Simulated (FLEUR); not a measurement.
Crystal: Ta.

```
Ta
1.0
     2.90037    0.00000    0.00000
    -1.45019    2.51180    0.00000
     0.00000    0.00000    5.16627
Ta
2
Direct
  0.33333 0.66667 0.25000
  0.66667 0.33333 0.75000
```

This isn't the form of Ta at room conditions, which is bcc.

| Item | Value |
| --- | --- |
| Program | FLEUR MaX-R8.1 (later development tree) |
| Task | single point |
| Functional | PBEsol |
| Potentials or basis | all-electron |
| Basis | FLAPW |
| Kmax | 4.1 1/bohr |
| k mesh | 11 × 11 × 5 |
| Occupations | fermi-dirac, width 0.05 eV |
| Spin | no spin polarisation |
| Gmax | 12.7 1/bohr |
| Muffin-tin radii | Ta 2.46 bohr |
| lmax | Ta 10 |
| lnonsphr | Ta 10 |
| Local orbitals a species | Ta 4 |
| Max iterations | 60 |
| Mixing factor | 0.05 |
| Mixer | Anderson |
| Mixer history | 15 |

On this cell: largest force under 0.003 eV/Å; band gap on the k mesh none (metal or under the smearing width).

The same run follows on a disturbed copy (atoms moved at random, drawn with an rms of 0.05 Å):

```xyz
2
Lattice="2.9004 0.0000 0.0000 -1.4502 2.5118 0.0000 0.0000 0.0000 5.1663" Properties=species:S:1:pos:R:3 pbc="T T T"
Ta   -0.0172    1.6891    1.2547
Ta    1.4505    0.8163    3.9226
```

Problem. What changes?

Solution. The energy (extrapolated to zero smearing) moves by +18.3 meV/atom; largest force 0.894 eV/Å; band gap on the k mesh none (metal or under the smearing width).

Forces on the atoms (eV/Å):
```
Ta  -0.023  0.040  0.893
Ta   0.023 -0.040 -0.893
```
